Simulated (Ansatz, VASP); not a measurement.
# MgI2: VASP beside Ansatz, part 2 of 2

Wanted: the spread between two codes on one cell, functional and k mesh. The structure shown is the start of the Ansatz relaxation below; VASP solves that cell, so the two are compared at the walk's first step.

VASP 6.6.1 and Ansatz 0.2.0.

So far. Step 4 (Side by side): The forces differ by 4.5 meV/Å r.m.s., which is 5.4 % of the r.m.s. force of 0.084 eV/Å (both taken over all components). With vacuum in the cell, a pressure given here is an average over mostly empty space and none of the material.

## 5. Ansatz: relaxation, PBE with D3(BJ)

Level of this step: Ansatz beside VASP: Kohn-Sham DFT, plane waves, PBE with D3(BJ) (Ansatz).

The two programs are compared at the cell with which this relaxation starts, whose forces are those of its first step.

The structure compared here is the start of the Ansatz relaxation; VASP solves that cell, so the two are compared at the walk's first step.

Input file input.yaml:

```yaml
crystal:
  lattice:
    - [4.21, 0.0, 0.0]
    - [-2.105, 3.6459669499, 0.0]
    - [0.0, 0.0, 47.0]
  atoms:
    - { symbol: Mg, position: [0.0, 0.0, 0.4304255319] }
    - { symbol: I, position: [0.3333333333, 0.6666666667, 0.4659574468] }
    - { symbol: I, position: [0.6666666667, 0.3333333333, 0.3948936171] }
    - { symbol: Mg, position: [0.6666666667, 0.3333333333, 0.5695744681] }
    - { symbol: I, position: [0.3333333333, 0.6666666667, 0.6051063829] }
    - { symbol: I, position: [0.0, 0.0, 0.5340425532] }
  periodic: [true, true, false]
kpoints:
  mp_grid: { grid: [6, 6, 1] }
hamiltonian:
  xc: pbe
  dispersion: d3bj
scf:
  occupations: { method: fermi_dirac, width: 0.02 }
relax:
  f_tol: 0.01
  max_steps: 100
  cell: {}
output:
  write_density: true
  write_potential: true
  elf: true
  volumetric_format: npy
```

The run is started by

```bash
> ansatz run input.yaml --threads 4 --pin off --max-ram 17510MiB --backend cpu --events-out ev --progress --plain --runs-dir out
```

Numbers of over 12 decimals in the logs are rounded to 6 here.

The program printed:

```text
[...]
Crystal: 6 atoms, lattice volume = 721.427 Å³
Basis set: ecut = 420 eV, 13939 PW (Γ), exchange–correlation on 60×60×640 points (8 copies of the dense FFT grid, shifted against one another)
Bands: 53, of which v1, the nominal top of the filled ones, is band 44 counted from 1 (43 counted from 0)
Symmetry: 6 space group operations
[...]
k-points: 7 of 36 (time reversal used)
[...]
cell:  # Å, volume = 693.8539 Å³
    - [4.128761, 0.0, 0]
    - [-2.064381, 3.575612, 0]
    - [0, 0, 47.0]
  atoms:
    - { symbol: Mg, position: [-4.648018537903446e-18, 0, 0.427178] }
    - { symbol: I, position: [0.333333, 0.666667, 0.462856] }
    - { symbol: I, position: [0.666667, 0.333333, 0.391435] }
    - { symbol: Mg, position: [0.666667, 0.333333, 0.572818] }
    - { symbol: I, position: [0.333333, 0.666667, 0.608565] }
    - { symbol: I, position: [4.443557992132829e-18, 0, 0.537147] }
[key lines of the parts left out:]
SCF converged after 6 iterations
Free energy (F): -33907.206422 eV
Fermi energy:    -4.557179 eV
P = ½ c Tr σ = 0.0243 N/m
```

## 6. VASP: single point, PBE with D3(BJ), start cell, pair 2

The same cell, functional, mesh and smearing now go to VASP, with its own data sets.

Input file INCAR:

```
SYSTEM = MgI2
PREC = Accurate
ENCUT = 520
EDIFF = 1E-06
NELM = 120
ISMEAR = -1
SIGMA = 0.02
LREAL = .FALSE.
ALGO = Normal
GGA = PE
IVDW = 12
NBANDS = 22
LORBIT = 11
LWAVE = .FALSE.
LCHARG = .FALSE.
ISIF = 2
LDIPOL = .TRUE.
IDIPOL = 3
DIPOL = 0.5 0.5 0.5
LVHAR = .TRUE.
LASPH = .TRUE.
GGA_COMPAT = .FALSE.
EFERMI = MIDGAP
NELMDL = -8
KPAR = 2
```

Input file POSCAR:

```
MgI2
1.0
    4.2100000000      0.0000000000      0.0000000000
   -2.1050000000      3.6459670000      0.0000000000
    0.0000000000      0.0000000000     47.0000000000
Mg I
2 4
Direct
    0.0000000000      0.0000000000      0.4304255319
    0.6666666210      0.3333332419      0.5695744681
    0.3333333790      0.6666667581      0.4659574468
    0.6666666210      0.3333332419      0.3948936170
    0.3333333790      0.6666667581      0.6051063830
    0.0000000000      0.0000000000      0.5340425532
```

Input file KPOINTS:

```
Automatic mesh
0
Gamma
6 6 1
0 0 0
```

The projector-augmented-wave data sets are Mg and I (PBE family, release 64).

The run is started by

```bash
> mpirun -np 2 vasp_std
```

The program printed:

```text
[... set-up lines as in an earlier step ...]
 entering main loop
       N       E                     dE             d eps       ncg     rms          rms(c)
DAV:   1     0.249436672363E+03    0.24944E+03   -0.85352E+03   308   0.961E+02
DAV:   2     0.271666735928E+02   -0.22227E+03   -0.21407E+03   510   0.153E+02
DAV:   3    -0.139154176648E+02   -0.41082E+02   -0.40883E+02   388   0.756E+01
DAV:   4    -0.156565288599E+02   -0.17411E+01   -0.17397E+01   390   0.206E+01
[...]
DAV:  21    -0.153788498351E+02   -0.74180E-05   -0.33176E-07   240   0.186E-03    0.253E-03
DAV:  22    -0.153788510557E+02   -0.12206E-05   -0.43197E-08   256   0.879E-04    0.766E-04
DAV:  23    -0.153788512324E+02   -0.17671E-06   -0.31069E-09   220   0.393E-04
   1 F= -.16994351E+02 E0= -.16994351E+02  d E =0.000000E+00
```

From OUTCAR (step 6):

```text
 Edisp (eV)   -1.61550

  Total      -1.64527    -1.64527    -0.23233    -0.00000     0.00000     0.00000
  in kB      -3.65388    -3.65388    -0.51598    -0.00000     0.00000     0.00000
  external pressure =       -2.61 kB  Pullay stress =        0.00 kB

 POSITION                                       TOTAL-FORCE (eV/Angst)
 -----------------------------------------------------------------------------------
      0.00000      0.00000     20.23000        -0.000000      0.000000      0.000379
      2.10500      1.21532     26.77000        -0.000000      0.000000     -0.007020
     -0.00000      2.43065     21.90000         0.000000      0.000000     -0.228781
      2.10500      1.21532     18.56000         0.000000      0.000000      0.096418
     -0.00000      2.43065     28.44000         0.000000     -0.000000     -0.095325
      0.00000      0.00000     25.10000        -0.000000      0.000000      0.234330
 -----------------------------------------------------------------------------------
    total drift:                                0.000000     -0.000189     -0.000132

  FREE ENERGIE OF THE ION-ELECTRON SYSTEM (eV)
  ---------------------------------------------------
  free  energy   TOTEN  =       -16.9943506812 eV

  energy  without entropy=      -16.9943506812  energy(sigma->0) =      -16.99435068

[... 2 parts as in an earlier step ...]

[... 1 further part left out ...]
[key lines of the parts left out:]
E-fermi :  -2.2311
```

## 7. Comparison

What differs besides the data sets and the points named for the pairs above, as far as they apply: the data sets hold 88 valence electrons in Ansatz (on its default PAW (the set named soft_2) files) and 32 in VASP. Total energies have different zeros and are not compared.

Forces (eV/Å; atoms numbered as in POSCAR):

```csv
atom,"Ansatz x, y, z","VASP x, y, z"
Mg1,"0.000, 0.000, 0.000","0.000, 0.000, 0.000"
Mg2,"0.000, 0.000, -0.007","0.000, 0.000, -0.007"
I3,"0.000, 0.000, -0.220","0.000, 0.000, -0.229"
I4,"0.000, 0.000, 0.087","0.000, 0.000, 0.096"
I5,"0.000, 0.000, -0.085","0.000, 0.000, -0.095"
I6,"0.000, 0.000, 0.225","0.000, 0.000, 0.234"
```

The forces differ by 4.5 meV/Å r.m.s., which is 5.4 % of the r.m.s. force of 0.084 eV/Å (both taken over all components). With vacuum in the cell, a pressure given here is an average over mostly empty space and none of the material.

## 8. Ansatz: relaxation, PBE with D3(BJ)

The two programs are compared at the cell with which this relaxation starts, whose forces are those of its first step.

The structure compared here is the start of the Ansatz relaxation; VASP solves that cell, so the two are compared at the walk's first step.

input.yaml, the sections that differ from step 5:

```yaml
crystal:
  lattice:
    - [4.21, 0.0, 0.0]
    - [-2.105, 3.6459669499, 0.0]
    - [0.0, 0.0, 47.0]
  atoms:
    - { symbol: Mg, position: [0.0, 0.0, 0.4304255319] }
    - { symbol: I, position: [0.3333333333, 0.6666666667, 0.4659574468] }
    - { symbol: I, position: [0.6666666667, 0.3333333333, 0.3948936171] }
    - { symbol: Mg, position: [0.0, 0.0, 0.5695744681] }
    - { symbol: I, position: [0.6666666667, 0.3333333333, 0.6051063829] }
    - { symbol: I, position: [0.3333333333, 0.6666666667, 0.5340425532] }
  periodic: [true, true, false]
# kpoints, hamiltonian, scf, relax: as in step 5
# output: removed
```

The run is started by

```bash
> ansatz run input.yaml --threads 4 --pin off --max-ram 17510MiB --backend cpu --events-out ev --progress --plain --runs-dir out
```

The program printed:

```text
[...]
Crystal: 6 atoms, lattice volume = 721.427 Å³
Basis set: ecut = 420 eV, 13939 PW (Γ), exchange–correlation on 60×60×640 points (8 copies of the dense FFT grid, shifted against one another)
Bands: 53, of which v1, the nominal top of the filled ones, is band 44 counted from 1 (43 counted from 0)
Symmetry: 12 space group operations
[...]
k-points: 7 of 36 (time reversal used)
[...]
cell:  # Å, volume = 693.3771 Å³
    - [4.127343, 0.0, 0.0]
    - [-2.063671, 3.574384, 0.0]
    - [0.0, 0.0, 47.0]
  atoms:
    - { symbol: Mg, position: [0, 0, 0.420163] }
    - { symbol: I, position: [0.333333, 0.666667, 0.455924] }
    - { symbol: I, position: [0.666667, 0.333333, 0.384371] }
    - { symbol: Mg, position: [0, 0, 0.579837] }
    - { symbol: I, position: [0.666667, 0.333333, 0.615629] }
    - { symbol: I, position: [0.333333, 0.666667, 0.544076] }
[key lines of the parts left out:]
SCF converged after 6 iterations
Free energy (F): -33907.143311 eV
Fermi energy:    -4.566673 eV
P = ½ c Tr σ = -0.0231 N/m
```

## 9. VASP: single point, PBE with D3(BJ), start cell, pair 3

The same cell, functional, mesh and smearing now go to VASP, with its own data sets.

INCAR is that of step 6.

Input file POSCAR:

```
MgI2
1.0
    4.2100000000      0.0000000000      0.0000000000
   -2.1050000000      3.6459670000      0.0000000000
    0.0000000000      0.0000000000     47.0000000000
Mg I
2 4
Direct
    0.0000000000      0.0000000000      0.4304255319
    0.0000000000      0.0000000000      0.5695744681
    0.3333333790      0.6666667581      0.4659574468
    0.6666666210      0.3333332419      0.3948936170
    0.6666666210      0.3333332419      0.6051063830
    0.3333333790      0.6666667581      0.5340425532
```

KPOINTS is that of step 6.

The run is started by

```bash
> mpirun -np 2 vasp_std
```

The program printed:

```text
[... set-up lines as in an earlier step ...]
 entering main loop
       N       E                     dE             d eps       ncg     rms          rms(c)
DAV:   1     0.249749875750E+03    0.24975E+03   -0.85414E+03   308   0.961E+02
DAV:   2     0.279389110569E+02   -0.22181E+03   -0.21234E+03   508   0.153E+02
DAV:   3    -0.134273742441E+02   -0.41366E+02   -0.41091E+02   382   0.761E+01
DAV:   4    -0.152037512914E+02   -0.17764E+01   -0.17736E+01   424   0.208E+01
[...]
DAV:  22    -0.149038780877E+02   -0.66429E-05   -0.15557E-07   232   0.147E-03    0.138E-03
DAV:  23    -0.149038799961E+02   -0.19083E-05   -0.62105E-08   262   0.924E-04    0.214E-04
DAV:  24    -0.149038809667E+02   -0.97063E-06   -0.77786E-09   250   0.558E-04
   1 F= -.16508217E+02 E0= -.16508217E+02  d E =0.000000E+00
```

Parts of OUTCAR (step 9):

```text
 Edisp (eV)   -1.60434

  Total      -1.92706    -1.92706     4.71304     0.00000     0.00000    -0.00000
  in kB      -4.27969    -4.27969    10.46693     0.00000     0.00000    -0.00000
  external pressure =        0.64 kB  Pullay stress =        0.00 kB

 POSITION                                       TOTAL-FORCE (eV/Angst)
 -----------------------------------------------------------------------------------
      0.00000      0.00000     20.23000        -0.000000     -0.000000     -0.121017
      0.00000      0.00000     26.77000        -0.000000     -0.000000      0.121017
     -0.00000      2.43065     21.90000        -0.000000     -0.000000     -1.495298
      2.10500      1.21532     18.56000        -0.000000      0.000000      0.086774
      2.10500      1.21532     28.44000         0.000000      0.000000     -0.086774
     -0.00000      2.43065     25.10000         0.000000     -0.000000      1.495298
 -----------------------------------------------------------------------------------
    total drift:                               -0.000000     -0.000007     -0.000000

  FREE ENERGIE OF THE ION-ELECTRON SYSTEM (eV)
  ---------------------------------------------------
  free  energy   TOTEN  =       -16.5082165694 eV

  energy  without entropy=      -16.5082165694  energy(sigma->0) =      -16.50821657

[... 2 parts as in an earlier step ...]

[... 1 further part left out ...]
[key lines of the parts left out:]
E-fermi :  -2.1307
```

## 10. Differences

What differs besides the data sets and the points named for the pairs above, as far as they apply: the data sets hold 88 valence electrons in Ansatz (on its default PAW (the set named soft_2) files) and 32 in VASP. Total energies have different zeros and are not compared.

Forces (eV/Å; atoms numbered as in POSCAR):

```csv
atom,"Ansatz x, y, z","VASP x, y, z"
Mg1,"0.000, 0.000, -0.120","0.000, 0.000, -0.121"
Mg2,"0.000, 0.000, 0.120","0.000, 0.000, 0.121"
I3,"0.000, 0.000, -1.489","0.000, 0.000, -1.495"
I4,"0.000, 0.000, 0.077","0.000, 0.000, 0.087"
I5,"0.000, 0.000, -0.077","0.000, 0.000, -0.087"
I6,"0.000, 0.000, 1.489","0.000, 0.000, 1.495"
```

The forces differ by 3.9 meV/Å r.m.s., which is 0.8 % of the r.m.s. force of 0.501 eV/Å (both taken over all components). With vacuum in the cell, a pressure given here is an average over mostly empty space and none of the material.

## 11. Outcome

| Property | Result |
| --- | --- |
| r.m.s. force difference (single point, PBE with D3(BJ), start cell, pair 1) | 4.5 meV/Å |
| r.m.s. force difference (single point, PBE with D3(BJ), start cell, pair 2) | 4.5 meV/Å |
| r.m.s. force difference (single point, PBE with D3(BJ), start cell, pair 3) | 0.78 % of the r.m.s. force |

**Reading.** The r.m.s. force difference is 4.5 meV/Å (single point, PBE with D3(BJ), start cell, pair 1), within the 12 meV/Å picked in this series as the mark of a large difference. The data sets hold unlike numbers of valence electrons (88 in Ansatz and 32 in VASP), so part of the differences comes from the potentials. 3 further runs of this series are not shown here. Such differences can come from data sets, numerical settings and the points named under the comparisons, not from the functional's error against experiment.

[Lines on the potential files, build, host, timing and source positions are cut from VASP's logs without a mark.]

[Logs are printed without paths, hosts, clocks, repeated set-up lines and the standing remarks that a program may print on its own settings, such as how far it seeks lower states.]

[Hosts, paths, dates, database ids (printed as entryN), source tags and the programs' standing remarks are cut or masked in the printed files.]
